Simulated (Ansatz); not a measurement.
**A vibration from a frozen displacement in InP**

These are results of DFT PBE, scalar-relativistic, plane waves, PAW (Ansatz 0.2.0), not measurements. The runs took a 420 eV cutoff, a Γ-centred 14×14×14 mesh and Gaussian smearing (0.15 eV). No spin polarisation. Energies are free energies at this smearing, counted from the undisturbed cell; pressure is positive in compression.

The undisturbed cell (as given, not relaxed at this level; it stands at -5.3 GPa; this rock-salt form isn't the usual structure):

```xyz
2
Lattice="0.0000 2.8550 2.8550 2.8550 0.0000 2.8550 2.8550 2.8550 0.0000" Properties=species:S:1:pos:R:3 pbc="T T T"
In    0.0000    0.0000    0.0000
P     2.8550    2.8550    2.8550
```

Every In atom is moved by x along the Cartesian unit vector (0.000, 0.000, -1.000); the cell and all other atoms stay fixed. The cell's volume is 46.54 Å³; the moved atoms weigh 114.818 u together and the others 30.974 u. Some rows repeat others by symmetry and weren't run.

| x (Å) | ΔE (meV/cell) | total force on the moved atoms along the move (eV/Å) | pressure (GPa) |
| --- | --- | --- | --- |
| -0.1000 | 4.42 | 0.0946 | -5.1015 |
| -0.0875 | 3.33 | 0.0803 | -5.1483 |
| -0.0750 | 2.41 | 0.0669 | -5.1888 |
| -0.0500 | 1.05 | 0.0427 | -5.2509 |
| -0.0250 | 0.26 | 0.0208 | -5.2879 |
| 0.0000 | 0.00 | 0.0000 | -5.3002 |
| 0.0250 | 0.26 | -0.0208 | -5.2879 |
| 0.0500 | 1.05 | -0.0427 | -5.2509 |
| 0.0750 | 2.41 | -0.0669 | -5.1888 |
| 0.0875 | 3.33 | -0.0803 | -5.1483 |
| 0.1000 | 4.42 | -0.0946 | -5.1015 |

What frequency belongs to this motion?

The force constant is k = −dF/dx = 0.832 eV/Å², from the parabola through x = -0.0250, 0 and 0.0250. In every cell the moved atoms swing against the rest, so the mass is μ = m₁m₂/(m₁ + m₂) = 24.393 u, and ν̃ = 521.5 cm⁻¹ × √(|k|/μ) = 96 cm⁻¹, at this cell's pressure of -5.3 GPa. To first order in x, and within 1 %, the force on every atom lies along the move and, within each of the two groups, in proportion to the atom's mass, so this is itself a mode at the zone centre of this cell.

How far does the harmonic law reach?

At x = -0.100 Å, kx²/2 = 4.16 meV against the computed 4.42 meV (+6.3 %): the well is still close to harmonic there.

In a metal these slopes depend on the k mesh and the smearing.